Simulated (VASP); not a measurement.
# Al (Fm-3m) in VASP: further runs, part 2 of 2

VASP 6.6.1. The steps go on from the part before.

## (3) Relaxation of cell and atoms, r2SCAN

This run uses another cell than the first one, of 15.84 Å³/atom, 0.954 times its volume.

Input file INCAR:

```
SYSTEM = Al
PREC = Accurate ; ENCUT = 520
EDIFF = 1E-7 ; ISMEAR = 0
SIGMA = 0.1 ; LREAL = .FALSE.
LASPH = .TRUE. ; NELM = 80
ALGO = Normal ; ISIF = 3
LWAVE = .FALSE. ; LCHARG = .FALSE.
METAGGA = R2SCAN ; LMIXTAU = .TRUE.
IBRION = 2 ; NSW = 80
EDIFFG = -0.002
```

Input file KPOINTS:

```
regular mesh
0
G
  18 18 18
  0 0 0
```

Input file POSCAR:

```
Al                                      
1.0
   -0.0000000000      1.9935110889      1.9935110889
    1.9935110889     -0.0000000000      1.9935110889
    1.9935110889      1.9935110889      0.0000000000
  Al            
     1
Direct
     0.0000000000000000    0.0000000000000000    1.0000000000000000
```

Potentials or basis: VASP PAW PBE potentials, release 64 (Al).

The run is started by

```console
> cat potpaw_PBE.64/Al/POTCAR > POTCAR
> mpirun -np 1 vasp_std > vasp.out
```

OUTCAR:

```text
SYSTEM = Al
   PREC = Accurate
   ENCUT = 520
   EDIFF = 1E-7
   ISMEAR = 0
   LREAL = .FALSE.
   LASPH = .TRUE.
   NELM = 80
   ISIF = 3
   METAGGA = R2SCAN
   IBRION = 2
   NSW = 80
   EDIFFG = -0.002

 ion  position               nearest neighbor table
   1  0.000  0.000  0.000-

  LATTYP: Found a face centered cubic cell.
 ALAT       =     3.9870221778

  Lattice vectors:

 A1 = (   0.0000000000,   1.9935110889,   1.9935110889)
 A2 = (   1.9935110889,   0.0000000000,   1.9935110889)
 A3 = (   1.9935110889,   1.9935110889,   0.0000000000)

Analysis of symmetry for initial positions (statically):
=====================================================================
 Subroutine PRICEL returns:
 Original cell was already a primitive cell.

 Routine SETGRP: Setting up the symmetry group for a
 face centered cubic supercell.

 Subroutine GETGRP returns: Found 48 space group operations
 (whereof 48 operations were pure point group operations)
 out of a pool of 48 trial point group operations.

The static configuration has the point symmetry O_h .

Analysis of symmetry for dynamics (positions and initial velocities):
=====================================================================
 Subroutine PRICEL returns:
 Original cell was already a primitive cell.

 Routine SETGRP: Setting up the symmetry group for a
 face centered cubic supercell.

 Subroutine GETGRP returns: Found 48 space group operations
 (whereof 48 operations were pure point group operations)
 out of a pool of 48 trial point group operations.

The dynamic configuration has the point symmetry O_h .

 Subroutine INISYM returns: Found 48 space group operations
 (whereof 48 operations are pure point group operations),
 and found     1 'primitive' translations

[... 111 lines left out ...]
     AMIX     =   0.40;   BMIX     =  1.00
     AMIX_MAG =   1.60;   BMIX_MAG =  1.00
  volume/ion in A,a.u.               =      15.84       106.93
  Fermi-wavevector in a.u.,A,eV,Ry     =   0.940055  1.776446 12.023515  0.883703
  Thomas-Fermi vector in A             =   2.067429
   LORBIT       =      0    0 simple, 1 ext, 2 COOP (PROOUT), +10 PAW based schemes
   METAGGA = R2SCAN    functional components
   LHFCALC =     F    Hartree Fock is set to
   AEXX    =    0.0000 exact exchange contribution
   IVDW    =     0    specifies the selected vdW correction
   LEPSILON=     F    determine dielectric tensor
   LRPA    =     F    only Hartree local field effects (RPA)
 conjugate gradient relaxation of ions
 non-spin polarized calculation
 Gauss-broadening in eV      SIGMA  =   0.10
  energy-cutoff  :      520.00
  volume of cell :       15.84
 maximum number of plane-waves:       444
 NGX is ok and might be reduce to    24
   NGX = 11   NGY = 11   NGZ = 11

 number of electron       3.0000000 magnetization

 Free energy of the ion-electron system (eV)
  ---------------------------------------------------
  ext. energy  EPLUGINS =         0.00000000
  ---------------------------------------------------
  free energy    TOTEN  =        -6.73704352 eV

  energy without entropy =       -6.73452776  energy(sigma->0) =       -6.73578564

 E-fermi :   8.4488     XC(G=0): -11.0572

 val. band max:        8.4407331677   @ k =  -0.3333   0.4444   0.1111
 cond. band min:       8.4902801112   @ k =  -0.3333   0.3889   0.0556
 fundamental gap:      0.0495469435
 Fermi energy:         8.4487536641

 k-point     1 :       0.0000    0.0000    0.0000
  band No.  band energies     occupation
      1      -3.6828      2.00000
      2      21.9984      0.00000
      3      21.9984      0.00000
      4      21.9984      0.00000
      5      24.2328      0.00000
[... 177 lines left out ...]
 k-point    24 :      -0.2222    0.0556    0.0000
  band No.  band energies     occupation
      1      -1.8933      2.00000
      2      12.6217      0.00000
      3      18.6120      0.00000
      4      21.6921      0.00000
      5      23.6343      0.00000

 [... further k-points ...]

------------------------ aborting loop because EDIFF is reached ----------------------------------------

  FORCE on cell =-STRESS in cart. coord.  units (eV):
  Direction    XX          YY          ZZ          XY          YZ          ZX
  --------------------------------------------------------------------------------------
  -------------------------------------------------------------------------------------
  Total        0.0018323      0.0018323      0.0018323     -0.0000000     -0.0000000      0.0000000
  in kB        0.1852778      0.1852778      0.1852778     -0.0000000     -0.0000000      0.0000000
  external PRESSURE =       0.1852778 kB  Pullay stress =       0.0000000 kB

 VOLUME and BASIS-vectors are now :
 -----------------------------------------------------------------------------
  energy-cutoff  :      520.00
  volume of cell :       15.84
      direct lattice vectors                 reciprocal lattice vectors
     0.000000000  1.993511089  1.993511089    -0.250813754  0.250813754  0.250813754
     1.993511089  0.000000000  1.993511089     0.250813754 -0.250813754  0.250813754
     1.993511089  1.993511089  0.000000000     0.250813754  0.250813754 -0.250813754

 POSITION                                       TOTAL-FORCE (eV/Angst)
 -----------------------------------------------------------------------------------
      0.00000      0.00000      0.00000        -0.000000     -0.000000      0.000000
 -----------------------------------------------------------------------------------
    total drift:                                0.000000     -0.000000     -0.000000

  FREE ENERGIE OF THE ION-ELECTRON SYSTEM (eV)
  ---------------------------------------------------
  free  energy   TOTEN  =        -6.7370435225 eV

  energy  without entropy=       -6.7345277556  energy(sigma->0) =       -6.73578564

 reached required accuracy - stopping structural energy minimisation
```

OSZICAR:

```text
N       E                     dE             d eps       ncg     rms          rms(c)
DAV:   1    -0.420042912153E+01   -0.42004E+01   -0.94160E+02  2015   0.348E+02
DAV:   2    -0.689024845771E+01   -0.26898E+01   -0.24699E+01  2500   0.341E+01
[... 14 lines left out ...]
DAV:  17    -0.673704038201E+01   -0.90187E-06   -0.67925E-07  2305   0.999E-03    0.444E-02
DAV:  18    -0.673704515849E+01   -0.47765E-05   -0.12660E-06  1995   0.148E-02    0.209E-03
DAV:  19    -0.673704463926E+01    0.51923E-06   -0.17994E-07  2060   0.636E-03    0.413E-03
DAV:  20    -0.673704390210E+01    0.73717E-06   -0.10503E-07  2090   0.420E-03    0.198E-03
DAV:  21    -0.673704344657E+01    0.45552E-06   -0.25088E-08  1060   0.237E-03    0.173E-04
DAV:  22    -0.673704352249E+01   -0.75917E-07   -0.32200E-09  1050   0.538E-04
   1 F= -.67370435E+01 E0= -.67357856E+01  d E =-.673704E+01
```

It took 61 s on 1 thread of Intel Xeon Platinum 8488C (Sapphire Rapids), shared host; peak memory 0.14 GiB.

Results:

```
Free energy             : -6.7370 eV
Pressure after relaxing : 0.0 GPa
Band gap on the k mesh  : none (metal or under the smearing width)
```

Final structure:
```
Al
1.0
     0.00000    1.99351    1.99351
     1.99351    0.00000    1.99351
     1.99351    1.99351    0.00000
Al
1
Direct
  0.00000 0.00000 0.00000
```

Levels at points of the mesh, in eV from the Fermi level:
| k point | band 1 | band 2 | band 3 | band 4 |
| --- | --- | --- | --- | --- |
| (0.00, 0.00, 0.00) | -12.13 | 13.55 | 13.55 | 13.55 |
| (0.50, 0.00, 0.00) | -5.17 | -4.59 | 12.27 | 12.27 |
| (0.50, 0.50, 0.00) | -3.26 | -1.67 | 5.47 | 6.20 |

Caveat: the relaxation stopped at its first step, so nothing moved; the PAW data sets were made with another functional, which shifts forces and pressure a little.

## (4) Vibrations by finite differences, r2SCAN

This run uses another cell than the first one, of 15.84 Å³/atom, 0.954 times its volume.

Input file INCAR:

```
SYSTEM = Al
PREC = Accurate ; ENCUT = 520
EDIFF = 1E-8 ; ISMEAR = 0
SIGMA = 0.1 ; LREAL = .FALSE.
LASPH = .TRUE. ; NELM = 80
ALGO = Normal ; ISIF = 3
LWAVE = .FALSE. ; LCHARG = .FALSE.
METAGGA = R2SCAN ; LMIXTAU = .TRUE.
NBANDS = 8 ; IBRION = 6
NFREE = 2 ; POTIM = 0.015
NSW = 1
```

KPOINTS is that of step 3.

Input file POSCAR:

```
Al                                      
1.0
    0.0000000000      1.9935110889      1.9935110889
    1.9935110889      0.0000000000      1.9935110889
    1.9935110889      1.9935110889      0.0000000000
  Al            
     1
Direct
     0.0000000000000000    0.0000000000000000    0.0000000000000000
```

The run is started by

```console
> cat potpaw_PBE.64/Al/POTCAR > POTCAR
> mpirun -np 1 vasp_std > vasp.out
```

It took 54 min on 1 thread of Intel Xeon Platinum 8488C (Sapphire Rapids), shared host; peak memory 0.4 GiB.

Results (log left out):

```yaml
Elastic_constants_C11_C12_C44: 104, 88, 17 GPa
Voigt_bulk_modulus: 93 GPa
```

Elastic tensor in Voigt notation (GPa, in the Cartesian axes of the cell as first typed):
```
104  88  88   0   0   0
 88 104  88   0   0   0
 88  88 104   0   0   0
  0   0   0  17   0   0
  0   0   0   0  17   0
  0   0   0   0   0  17
```

Clamped-ion elastic tensor (GPa):
```
104  88  88   0   0   0
 88 104  88   0   0   0
 88  88 104   0   0   0
  0   0   0  17   0   0
  0   0   0   0  17   0
  0   0   0   0   0  17
```

Caveat: elastic constants of metals need much finer meshes, so these are rough; the PAW data sets were made with another functional, which shifts forces and pressure a little.
